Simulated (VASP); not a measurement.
## I: band structure with HSE03

I:

```
I
1.0
     3.63503   -2.39502    0.00000
     3.63503    2.39502    0.00000
     0.00000    0.00000    9.79344
I
4
Direct
  0.64930 0.35070 0.38440
  0.14930 0.85070 0.11560
  0.35070 0.64930 0.61560
  0.85070 0.14930 0.88440
```

```json
{
  "Program": "VASP 6.6.1",
  "Task": "band structure",
  "Functional": "HSE03",
  "Potentials or basis": "VASP PAW PBE potentials, release 64 (I)",
  "Cutoff": "520 eV",
  "k mesh": "6 × 6 × 2",
  "Occupations": "gaussian, width 0.02 eV",
  "Spin": "no spin polarisation",
  "Ladder": "gaps",
  "Grid for exact exchange (PRECFOCK)": "Fast",
  "Further INCAR settings": "ALGO = Normal; EDIFF = 1e-06; NBANDS = 22"
}
```

* Pressure: 0.9 GPa
* Largest force: 0.336 eV/Å
* Band gap on the k mesh: 1.95 eV, indirect (least direct gap 2.13 eV)
* Band gap along the path: 1.94 eV, indirect (least direct gap 2.13 eV)

Forces in eV/Å, atoms in the order of the input:
```
I    0.000 -0.130 -0.310
I    0.000 -0.130  0.310
I    0.000  0.130  0.310
I    0.000  0.130 -0.310
```

Stress tensor (GPa, compression positive):
```
1.07 0.00 0.00
0.00 0.71 0.00
0.00 0.00 1.05
```

Levels at the corners of the path, in eV from the valence-band top:
| point | band 10 | band 11 | band 12 | band 13 | band 14 | band 15 | band 16 | band 17 | band 18 | band 19 |
| --- | --- | --- | --- | --- | --- | --- | --- | --- | --- | --- |
| Γ | -1.33 | -1.19 | -0.59 | -0.18 | -0.10 | 2.03 | 2.95 | 5.96 | 6.02 | 6.15 |
| X | -2.46 | -1.69 | -1.03 | -0.64 | -0.34 | 2.31 | 2.57 | 6.95 | 7.11 | 8.18 |
| X | -2.46 | -1.69 | -1.03 | -0.64 | -0.34 | 2.31 | 2.57 | 6.95 | 7.11 | 8.18 |
| S | -1.87 | -1.28 | -1.28 | -0.49 | -0.49 | 2.90 | 2.90 | 6.13 | 6.13 | 8.18 |
| S | -1.87 | -1.28 | -1.28 | -0.49 | -0.49 | 2.90 | 2.90 | 6.13 | 6.13 | 8.18 |
| R | -1.97 | -0.84 | -0.84 | 0.00 | 0.00 | 2.34 | 2.34 | 6.50 | 6.50 | 7.29 |
| R | -1.97 | -0.84 | -0.84 | 0.00 | 0.00 | 2.34 | 2.34 | 6.50 | 6.50 | 7.29 |
| A | -2.84 | -0.93 | -0.93 | -0.60 | -0.60 | 2.41 | 2.41 | 7.57 | 7.57 | 7.71 |
| A | -2.84 | -0.93 | -0.93 | -0.60 | -0.60 | 2.41 | 2.41 | 7.57 | 7.57 | 7.71 |
| Z | -1.40 | -1.08 | -1.08 | -0.14 | -0.14 | 2.32 | 2.32 | 6.45 | 6.45 | 6.96 |
| Z | -1.40 | -1.08 | -1.08 | -0.14 | -0.14 | 2.32 | 2.32 | 6.45 | 6.45 | 6.96 |
| Γ | -1.33 | -1.19 | -0.59 | -0.18 | -0.10 | 2.03 | 2.95 | 5.96 | 6.02 | 6.15 |
| Γ | -1.33 | -1.19 | -0.59 | -0.18 | -0.10 | 2.03 | 2.95 | 5.96 | 6.02 | 6.15 |
| Y | -2.10 | -2.00 | -1.42 | -0.77 | -0.39 | 1.95 | 2.53 | 5.83 | 6.56 | 6.73 |
| Y | -2.10 | -2.00 | -1.42 | -0.77 | -0.39 | 1.95 | 2.53 | 5.83 | 6.56 | 6.73 |
| X1 | -2.46 | -1.69 | -1.03 | -0.64 | -0.34 | 2.31 | 2.57 | 6.95 | 7.11 | 8.18 |
| X1 | -2.46 | -1.69 | -1.03 | -0.64 | -0.34 | 2.31 | 2.57 | 6.95 | 7.11 | 8.18 |
| A1 | -2.84 | -0.93 | -0.93 | -0.60 | -0.60 | 2.41 | 2.41 | 7.57 | 7.57 | 7.71 |
| A1 | -2.84 | -0.93 | -0.93 | -0.60 | -0.60 | 2.41 | 2.41 | 7.57 | 7.57 | 7.71 |
| T | -2.01 | -1.30 | -1.30 | -1.10 | -1.10 | 2.08 | 2.08 | 6.81 | 6.81 | 7.80 |
| T | -2.01 | -1.30 | -1.30 | -1.10 | -1.10 | 2.08 | 2.08 | 6.81 | 6.81 | 7.80 |
| Y | -2.10 | -2.00 | -1.42 | -0.77 | -0.39 | 1.95 | 2.53 | 5.83 | 6.56 | 6.73 |
| Z | -1.40 | -1.08 | -1.08 | -0.14 | -0.14 | 2.32 | 2.32 | 6.45 | 6.45 | 6.96 |
| T | -2.01 | -1.30 | -1.30 | -1.10 | -1.10 | 2.08 | 2.08 | 6.81 | 6.81 | 7.80 |

Wall time 82 min on 4 MPI ranks on Intel(R) Xeon(R) Platinum 8488C (Sapphire Rapids) (shared host), peak memory 0.6 GiB a rank.

Caveat: the PAW data sets were made with another functional, which shifts forces and pressure a little; spin-orbit coupling is left out, which moves the levels of the heavy elements.
